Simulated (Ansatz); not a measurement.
# InSe (R3m) in Ansatz: band structure with PBEsol0

Aim: the band structure of InSe with PBEsol0.

Program: Ansatz 0.2.0. These are calculated values, not measurements. Logs are shortened: lines on timing, memory, paths and dates and some standing lists are left out, and cuts for length are marked.

**The experiment to reproduce.**

“The Interaction of Hydrogen with the van der Waals Crystal γ-InSe”, 2020, pmc:7321205 reports, for a bulk crystal of InSe at 300 K: band gap 1.25 eV.

The runs below are set against these values where they give the same quantity.

## Step 1: The structure

It takes space group R3m (No. 160, trigonal). Conventional cell: a = 4.000 Å, b = 4.000 Å, c = 25.320 Å, α = 90.00°, β = 90.00°, γ = 120.00°. In (site symmetry 3m) is surrounded by 3 Se at 2.63 Å and 1 In at 2.82 Å. In (site symmetry 3m) has 3 Se at 2.64 Å and 1 In at 2.82 Å as nearest neighbours. Se (site symmetry 3m) is surrounded by 3 In at 2.63 Å. Se (site symmetry 3m) has 3 In at 2.64 Å as nearest neighbours.

## Step 2: Band structure, PBEsol0

The input, input.yaml:

```yaml
crystal:
  lattice:
    - [2.0, 1.1547005384, 8.44]
    - [-2.0, 1.1547005384, 8.44]
    - [0.0, -2.3094010768, 8.44]
  atoms:
    - { symbol: In, position: [0.8886, 0.8886, 0.8886] }
    - { symbol: In, position: [0.0, 0.0, 0.0] }
    - { symbol: Se, position: [0.1719, 0.1719, 0.1719] }
    - { symbol: Se, position: [0.3835, 0.3835, 0.3835] }
hamiltonian:
  xc: { exchange: pbesol, correlation: pbesol, exx: { coeff: 0.25 } }
  pseudopotentials: { kind: paw }
kpoints:
  mp_grid: { grid: [5, 5, 5] }
  band_path:
    path:
      - [[0.0, 0.0, 0.0], [0.5, 0.0, 0.0], [0.5, 0.1791451724, -0.1791451724]]
      - [[0.8208548276, 0.5, 0.1791451724], [0.5, 0.5, 0.5], [0.0, 0.0, 0.0], [0.3395725862, 0.0, -0.3395725862]]
      - [[0.6604274138, 0.3395725862, 0.0], [0.5, 0.5, 0.0], [0.6604274138, 0.6604274138, 0.1791451724], [0.5, 0.5, 0.5]]
      - [[0.5, 0.0, 0.0], [0.8208548276, 0.3395725862, 0.3395725862]]
    npoints: 4
scf:
  occupations: { method: fermi_dirac, width: 0.05 }
  n_extra_bands: 10
output:
  forces: true
  stress: true
  eigenvalues: true
  fatbands: false
```

Potentials or basis: Ansatz PAW.

Started as:

```
$ ansatz run input.yaml --threads 2 --pin off --max-ram 5632MiB --backend cpu --events-out ev --progress --plain --runs-dir out
```

Standard output:

```text
Warning: output.stress: scf.convergence.dr2_threshold = 1e-7 eV (the SCF's general default) is looser than the 4e-10 eV advised for a printed stress (1e-10 eV for each atom of the cell: 4). What an SCF threshold leaves in a stress goes as its square root, and in the free energy as the threshold itself, and one threshold admits the most on a small cell: of the crystals measured, under no hybrid functional and no lock of the moments, on runs that ended without the residual-converged pass, on stresses that held no estimate of that error, the worst erred by over 100 MPa in a component at 1e-7 eV an atom and by under 5 at 1e-10. Set scf.convergence.dr2_threshold to 4e-10 eV or tighter. The threshold is an SCF's pass mark: one that does not reach it within its budget of iterations ends unconverged, or closes short of it on a stop that the run arms, and scf.convergence.dr2_threshold's page says what that costs each kind of run
Warning: output.stress: scf.exx.energy_threshold = 1e-6 eV is looser than the 4e-8 eV advised for a stress under a hybrid functional (1e-8 eV for each atom of the cell: 4). Every SCF of the exchange loop can meet its threshold on dr2 while the loop round them stops early: no threshold on dr2 bounds what that leaves in the stress. Set scf.exx.energy_threshold to 4e-8 eV or tighter. The threshold is the loop's pass mark: a loop that does not reach it within its budget of cycles ends unconverged, and scf.exx.energy_threshold's page has the law
Warning: RAYON_NUM_THREADS=2 ignored (pool sized by the plan → 2); use --threads N
basis.fft_grid_basis auto: the FFT boxes are laid along the combinations [[1, 0, -1], [0, 1, -1], [0, 0, 1]] of the cell's own vectors, 4.000, 4.000 and 8.750 Å long. The dense box has 27×27×60 points. Along the cell's own vectors, as sized, it would have 60×60×60, 4.94 times as many. Of the 6 symmetry operations that the crystal satisfies within crystal.symmetry.tolerance (time reversal apart; of a slab, those that keep its plane) the dense box along the cell's own vectors carries 6, and the one as laid loses 4 of those. basis.fft_grid_basis: typed keeps the cell's own vectors: state it where this run's energies or levels are differenced outside the engine with another run's, or held beside a run that keeps those vectors.
scf.n_extra_bands = 10 over 29 filled bands (N_el = 58.0): the run solves 39 bands
Engine: ansatz 0.2.0, aarch64-unknown-linux-gnu
Pseudopotentials: kind: paw
Pseudopotential: In, paw, valence charge 13, recommended cutoff 420 eV (normal), In.paw.azcp
Pseudopotential: Se, paw, valence charge 16, recommended cutoff 420 eV (normal), Se.paw.azcp
Functional definition: unnamed
  parameter a_1 = 0.25
  exchange = (1 - a_1)*pbe_x(mu = 0.12345679012345678) + a_1*exact_x
  correlation = pbe_c(beta = 0.046)
Crystal: 4 atoms, lattice volume = 116.948 Å³
Basis set: ecut = 420 eV, 2309 PW (Γ), FFT grids on a1−a3, a2−a3, a3, exchange–correlation on 54×54×120 points (8 copies of the dense FFT grid, shifted against one another)
Bands: 39, of which v1, the nominal top of the filled ones, is band 29 counted from 1 (28 counted from 0)
Symmetry: 6 space group operations
Space group: R3m (ITA 160), of the structure as read, at distance tolerance 4.9e-5 Å
k-points: 19 of 125 (time reversal used)
Non-local potential: In, projectors of the file, l = 0: 2, l = 1: 2, l = 2: 2, l = 3: 2
Non-local potential: Se, projectors of the file, l = 0: 2, l = 1: 2, l = 2: 3, l = 3: 1
PAW form: soft (Blöchl's): semilocal exchange-correlation on the pseudo side does not see the compensation charge
PAW frozen core: In, regenerated for the run's functional, and the local potential with it (the file was generated under x = pbe(κ = 0.804, μ = 0.2195149727645171), c = pbe(β = 0.06672455060314922))
PAW frozen core: Se, regenerated for the run's functional, and the local potential with it (the file was generated under x = pbe(κ = 0.804, μ = 0.2195149727645171), c = pbe(β = 0.06672455060314922))
PAW one-centre angular grid: In, 590 points (default); XC on 64 Gauss nodes
PAW one-centre angular grid: Se, 590 points (default); XC on 64 Gauss nodes
Initial density: superposition of atomic densities (neutral atoms: chi_scale 0, normalization atom), corrected by the library's trained network
Initial wavefunctions: pseudopotential atomic-orbital guess
Functional: x = pbesol(κ = 0.804, μ = 0.12345679012345678), c = pbesol(β = 0.046), warm-up for x = 0.75 pbesol(κ = 0.804, μ = 0.12345679012345678) + 0.25 exact, c = pbesol(β = 0.046)
SCF iter   1: F=—  HF=-21901.146082 eV  |F-HF|=—  |Δ(HF+E_count)|=         —  Δρ=3.89e-3  dr2=4.66e-2  ethr=1.77e-3  ⟨swp⟩=11.3  Hψ=3229  notcnv=2
preconditioner: auto → none  [insulator: Δε(μ)=0.918 eV  Ē_g=15.452 eV  σ=0.050 eV  W_gap=1.00  n_scr=30 (ndim 8)  ℏωp=21.2 eV  f_vac=0.086  D(μ)=0.00/eV (n_scr^D=0)]
SCF iter   2: F=—  HF=-21901.149565 eV  |F-HF|=—  |Δ(HF+E_count)|=   3.48e-3  Δρ=3.03e-3  dr2=7.51e-2  ethr=8.04e-5  ⟨swp⟩=5.6  Hψ=2042  notcnv=0  defer=5
iter 3 solved again at ethr=5.61e-6 eV; its pass at ethr=8.04e-5 eV (dr2=3.25e-3 eV) is discarded
SCF iter   3: F=—  HF=-21901.136083 eV  |F-HF|=—  |Δ(HF+E_count)|=   1.35e-2  Δρ=8.36e-4  dr2=3.32e-3  ethr=5.61e-6  ⟨swp⟩=2.2  Hψ=3176  notcnv=0  defer=1
SCF iter   4: F=—  HF=-21901.135635 eV  |F-HF|=—  |Δ(HF+E_count)|=   4.48e-4  Δρ=3.28e-4  dr2=1.13e-4  ethr=5.61e-6  ⟨swp⟩=2.7  Hψ=1330  notcnv=0  defer=1
SCF iter   5: F=-21901.135700 eV  HF=-21901.135698 eV  |F-HF|=2.46e-6  |Δ(HF+E_count)|=   6.28e-5  Δρ=1.03e-4  dr2=7.26e-6  ethr=1.96e-7  ⟨swp⟩=4.0  Hψ=1864  notcnv=0
SCF 1 stopped early in 5 iterations: F = -21901.135700 eV  dr2 = 7.26e-6
Initial density: handed on by an earlier stage of this run
Initial wavefunctions: those handed on with the density
Functional: x = 0.75 pbesol(κ = 0.804, μ = 0.12345679012345678) + 0.25 exact, c = pbesol(β = 0.046)
Frozen-core exchange: fock
SCF iter   1: F=—  HF=-21977.181725 eV  |F-HF|=—  |Δ(HF+E_count)|=         —  Δρ=5.48e-3  dr2=4.48e-2  ethr=1.25e-7  ⟨swp⟩=12.2  Hψ=4223  notcnv=0
preconditioner: auto → none  [insulator: Δε(μ)=1.920 eV  Ē_g=18.284 eV  σ=0.050 eV  W_gap=1.00  n_scr=30 (ndim 8)  ℏωp=21.2 eV  f_vac=0.077  D(μ)=0.00/eV (n_scr^D=0)]
SCF iter   2: F=—  HF=-21977.162726 eV  |F-HF|=—  |Δ(HF+E_count)|=   1.90e-2  Δρ=1.94e-3  dr2=5.96e-3  ethr=1.25e-7  ⟨swp⟩=5.0  Hψ=2825  notcnv=0
SCF iter   3: F=—  HF=-21977.185151 eV  |F-HF|=—  |Δ(HF+E_count)|=   2.24e-2  Δρ=1.41e-3  dr2=1.72e-3  ethr=1.25e-7  ⟨swp⟩=5.0  Hψ=2774  notcnv=0
SCF iter   4: F=—  HF=-21977.184769 eV  |F-HF|=—  |Δ(HF+E_count)|=   3.82e-4  Δρ=3.65e-4  dr2=2.00e-4  ethr=1.25e-7  ⟨swp⟩=4.0  Hψ=1980  notcnv=0
SCF iter   5: F=—  HF=-21977.185289 eV  |F-HF|=—  |Δ(HF+E_count)|=   5.20e-4  Δρ=1.44e-4  dr2=4.29e-5  ethr=1.25e-7  ⟨swp⟩=4.1  Hψ=1637  notcnv=0
SCF iter   6: F=-21977.185280 eV  HF=-21977.185281 eV  |F-HF|=9.54e-7  |Δ(HF+E_count)|=   7.92e-6  Δρ=1.49e-5  dr2=4.66e-6  ethr=5.69e-8  ⟨swp⟩=3.1  Hψ=1526  notcnv=0  defer=1
SCF 2 stopped early in 6 iterations: F = -21977.185280 eV  dr2 = 4.66e-6
  Residual-converged pass: ⟨swp⟩=4.0  Hψ=2300  notcnv=0  max |occ|·‖R‖ = 6.6e-6 eV (tolerance 6.7e-6 eV)  dr2=4.64e-6  dr2_onsite=1.46e-7  max |Δocc| = 1.3e-14
hybrid outer 1: dexx = +2.578e-2 eV, tail = 1.31e-4 eV
Frozen-core exchange: fock
SCF iter   1: F=—  HF=-21977.185462 eV  |F-HF|=—  |Δ(HF+E_count)|=         —  Δρ=4.54e-5  dr2=1.69e-6  ethr=1.13e-6  ⟨swp⟩=6.3  Hψ=1730  notcnv=0
preconditioner: auto → none  [insulator: Δε(μ)=2.059 eV  Ē_g=18.271 eV  σ=0.050 eV  W_gap=1.00  n_scr=30 (ndim 8)  ℏωp=21.2 eV  f_vac=0.079  D(μ)=0.00/eV (n_scr^D=0)]
SCF iter   2: F=—  HF=-21977.185464 eV  |F-HF|=—  |Δ(HF+E_count)|=   1.97e-6  Δρ=2.58e-5  dr2=6.55e-7  ethr=2.29e-9  ⟨swp⟩=4.0  Hψ=2381  notcnv=0
SCF iter   3: F=—  HF=-21977.185466 eV  |F-HF|=—  |Δ(HF+E_count)|=   1.41e-6  Δρ=1.35e-5  dr2=1.70e-7  ethr=5.53e-10  ⟨swp⟩=4.5  Hψ=1887  notcnv=0  defer=3
SCF iter   4: F=—  HF=-21977.185466 eV  |F-HF|=—  |Δ(HF+E_count)|=   2.80e-8  Δρ=4.62e-6  dr2=2.20e-8  ethr=2.03e-10  ⟨swp⟩=2.3  Hψ=1384  notcnv=0  defer=5
SCF iter   5: F=—  HF=-21977.185466 eV  |F-HF|=—  |Δ(HF+E_count)|=   3.73e-8  Δρ=1.32e-6  dr2=2.90e-9  ethr=2.40e-11  ⟨swp⟩=5.4  Hψ=1940  notcnv=0  defer=12
SCF iter   6: F=-21977.185466 eV  HF=-21977.185466 eV  |F-HF|=2.40e-10  |Δ(HF+E_count)|=  7.93e-10  Δρ=3.22e-7  dr2=5.51e-10  ethr=4.35e-12  ⟨swp⟩=3.3  Hψ=1522  notcnv=0  defer=3
SCF 3 converged in 6 iterations: F = -21977.185466 eV  dr2 = 5.51e-10
  Residual-converged pass: ⟨swp⟩=3.0  Hψ=1783  notcnv=0  max |occ|·‖R‖ = 6.0e-7 eV (tolerance 6.3e-7 eV)  dr2=5.47e-10  dr2_onsite=9.16e-11  max |Δocc| = 3.0e-18
hybrid outer 2: dexx = +1.984e-6 eV, tail = 6.31e-8 eV, Δε = 3.75e-3 eV (about 1.52e-4 eV left of the loop's levels), ΔF = 1.37e-2 eV/Å (tail 2.54e-3)
Frozen-core exchange: fock
SCF iter   1: F=—  HF=-21977.185466 eV  |F-HF|=—  |Δ(HF+E_count)|=         —  Δρ=9.48e-7  dr2=1.18e-9  ethr=5.44e-10  ⟨swp⟩=9.2  Hψ=1779  notcnv=0
preconditioner: auto → none  [insulator: Δε(μ)=2.060 eV  Ē_g=18.272 eV  σ=0.050 eV  W_gap=1.00  n_scr=30 (ndim 8)  ℏωp=21.2 eV  f_vac=0.079  D(μ)=0.00/eV (n_scr^D=0)]
SCF iter   2: F=-21977.185466 eV  HF=-21977.185466 eV  |F-HF|=3.64e-11  |Δ(HF+E_count)|=  4.40e-10  Δρ=2.91e-7  dr2=1.87e-10  ethr=1.79e-12  ⟨swp⟩=4.0  Hψ=2213  notcnv=0
SCF 4 converged in 2 iterations: F = -21977.185466 eV  dr2 = 1.87e-10
  Residual-converged pass: ⟨swp⟩=2.1  Hψ=1293  notcnv=0  max |occ|·‖R‖ = 6.8e-7 eV (tolerance 8.5e-7 eV)  dr2=1.87e-10  dr2_onsite=2.53e-11  max |Δocc| = 3.7e-19
hybrid outer 3: dexx = +6.347e-10 eV, tail = 4.42e-10 eV, Δε = 7.83e-5 eV (about 1.48e-5 eV left of the loop's levels), ΔF = 2.81e-4 eV/Å (tail 2.41e-4)
NSCF: frozen V_eff on 40 k-points
hybrid SCF converged: 3 outer / 14 inner (+5 warm-up), last move |dexx| = 6.35e-10 eV, tail = 4.42e-10 eV
Stability not checked: this state was not tested for a lower state beside it, because the functional holds exact exchange (a hybrid, or Hartree-Fock), whose exchange loop this test does not read (fock_operator; see scf.lower_state_search)
Free energy (F): -21977.185466 eV
Frozen-core exchange: fock
Harris-Foulkes:  -21977.185466 eV  (|F-HF|=3.64e-11)
Internal energy: -21977.185466 eV  (E = F + TS)
E sigma→0 (E₀):  -21977.185466 eV
Fermi energy:    7.258053 eV
--- Per-component energies (eV) ---
  E_band       = -1088.058421
  E_kinetic    = 722.399319
  E_local      = -7928.105066  (includes V_loc(G=0)·N_el)
  E_nonlocal   = -448.350129
  E_hartree    = 3652.327293
  E_xc         = -487.052772
  E_vxc        = -304.745267  (∫ρ·V_xc dr)
  E_exx        = -225.093809  (= α·E_x^exact, valence–valence)
  E_paw        = -11899.808468  (= ΣΔE_a)
  E_vpaw       = 16.276804  (= ΣTr[D̂ρ^β])
  E_aug_tail   = -0.001167  (compensation charges beyond the density's cutoff)
  E_ewald      = -5364.203816
  E_core_change = 0.703149  (= ΣΔE_core)
  E_smearing   = -0.000000  (= −TS)
  E_closure    = 0.000000  (closes the sum)
  Σ components = -21977.185466   (vs F -21977.185466, Δ=0.00e0)
--- Forces (eV/Å), atoms counted from 1 ---
  atom   1  In     0.00000000    -0.00000000     0.13294370
  atom   2  In     0.00000000    -0.00000000    -0.11246058
  atom   3  Se     0.00000000    -0.00000000     0.18971702
  atom   4  Se     0.00000000     0.00000000    -0.21020216
  max |Σ_I F_I| component: 2.01e-6 eV/Å
--- Stress (GPa, compression-positive) ---
       -0.591321       0.000000       0.000000
        0.000000      -0.591321       0.000000
        0.000000       0.000000      -1.596123
  P = ⅓ Tr σ = -0.9263 GPa (-9.263 kbar)
--- Band table (eV; the first three rows and the last of 19) ---
  k-point 0: bands = ["-44.9591", "-44.9591", "-44.9497", "-44.9497", "-44.9319", "-44.9319", "-44.9239", "-44.9239", "-44.9205", "-44.9130", "-10.2055", "-10.0454", "-10.0454", "-9.9703", "-9.9703", "-9.9371", "-9.9371", "-9.7603", "-9.7603", "-9.7359", "-8.5500", "-8.1170", "-0.5982", "2.6977", "4.7628", "4.9557", "4.9557", "5.0570", "5.0570", "9.4610", "9.8472", "12.3247", "12.3247", "13.0652", "13.4630", "13.4630", "15.4087", "16.4981", "17.1300"]
  k-point 1: bands = ["-44.9591", "-44.9591", "-44.9496", "-44.9496", "-44.9319", "-44.9319", "-44.9239", "-44.9239", "-44.9205", "-44.9130", "-10.2275", "-10.1309", "-10.0868", "-10.0369", "-9.9473", "-9.9434", "-9.9206", "-9.8035", "-9.7638", "-9.6624", "-8.1249", "-7.7504", "-0.2971", "1.9033", "3.0285", "4.2323", "4.4785", "4.6322", "5.2972", "9.9973", "10.2513", "11.8524", "12.1729", "12.6488", "13.9918", "14.2845", "14.4918", "16.0521", "16.8130"]
  k-point 2: bands = ["-44.9591", "-44.9590", "-44.9496", "-44.9495", "-44.9319", "-44.9318", "-44.9239", "-44.9239", "-44.9204", "-44.9130", "-10.3377", "-10.2282", "-10.1416", "-10.0334", "-9.9633", "-9.9003", "-9.8829", "-9.8260", "-9.7682", "-9.6061", "-7.3396", "-7.1068", "-0.5029", "0.4322", "2.2400", "3.8859", "3.9578", "4.0145", "4.8151", "8.9253", "9.7830", "11.4279", "11.9061", "12.7542", "14.3944", "14.5235", "15.1524", "15.6142", "17.1197"]
  k-point 18: bands = ["-44.9591", "-44.9591", "-44.9496", "-44.9496", "-44.9319", "-44.9319", "-44.9239", "-44.9239", "-44.9205", "-44.9130", "-10.2243", "-10.1254", "-10.0955", "-10.0372", "-9.9472", "-9.9432", "-9.9207", "-9.8058", "-9.7636", "-9.6621", "-8.0140", "-7.8730", "-0.0880", "1.7431", "3.1569", "3.4672", "4.3899", "4.7322", "6.0273", "9.6718", "10.5041", "11.7940", "12.2594", "12.5136", "14.3247", "14.4528", "14.8955", "15.7150", "16.2821"]
```

Wall time 17 min (2 threads of Arm Neoverse V2, shared host); peak memory 3.3 GiB.

What came out:

- Free energy: -21977.1855 eV
- Pressure: -0.9 GPa
- Largest force: 0.210 eV/Å
- Band gap along the path: 1.62 eV, direct

Forces on the atoms (eV/Å):
```
In   0.000  0.000  0.133
In   0.000  0.000 -0.112
Se   0.000  0.000  0.190
Se   0.000  0.000 -0.210
```

Stress tensor (GPa, compression positive):
```
-0.59  0.00  0.00
 0.00 -0.59  0.00
 0.00  0.00 -1.60
```

Levels at the corners of the path, in eV from the valence-band top:
```
point  band 26  band 27  band 28  band 29  band 30  band 31  band 32  band 33
    Γ    -1.50    -1.50    -1.40    -1.40     3.01     3.39     5.87     5.87
    L    -2.70    -2.65    -2.53    -1.87     2.36     3.30     4.96     5.33
   B1    -4.15    -2.90    -2.57    -1.94     2.86     3.86     4.68     5.82
    B    -4.15    -2.90    -2.57    -1.94     2.86     3.86     4.68     5.82
    Z    -1.58    -1.31    -1.31     0.00     1.62     3.49     5.77     5.77
    Γ    -1.50    -1.50    -1.40    -1.40     3.01     3.39     5.87     5.87
    X    -4.17    -2.94    -2.54    -1.91     2.90     3.75     4.74     5.78
    Q    -4.17    -2.94    -2.54    -1.91     2.90     3.75     4.74     5.78
    F    -3.03    -2.83    -2.33    -1.68     2.42     3.22     4.58     4.90
   P1    -2.94    -2.80    -2.36    -1.81     2.65     3.03     4.66     5.10
    Z    -1.58    -1.31    -1.31     0.00     1.62     3.49     5.77     5.77
    L    -2.70    -2.65    -2.53    -1.87     2.36     3.30     4.96     5.33
    P    -2.94    -2.80    -2.36    -1.81     2.65     3.03     4.66     5.10
```

Caveat: spin-orbit coupling is left out, which moves the levels of the heavy elements; the PAW data sets come from PBE, with cores solved anew for the run's functional, which leaves a small shift of forces and pressure; the thresholds are loose for stress.

## Step 3: Comparison with measurements

Step 2. Measured gap of InSe: 1.25 eV (300 K; “The Interaction of Hydrogen with the van der Waals Crystal γ-InSe”, 2020, pmc:7321205). This calculation gives 1.62 eV (+0.37 eV). Spin-orbit coupling on In, Se is left out. The value is that of PBEsol0, without temperature or zero-point motion.
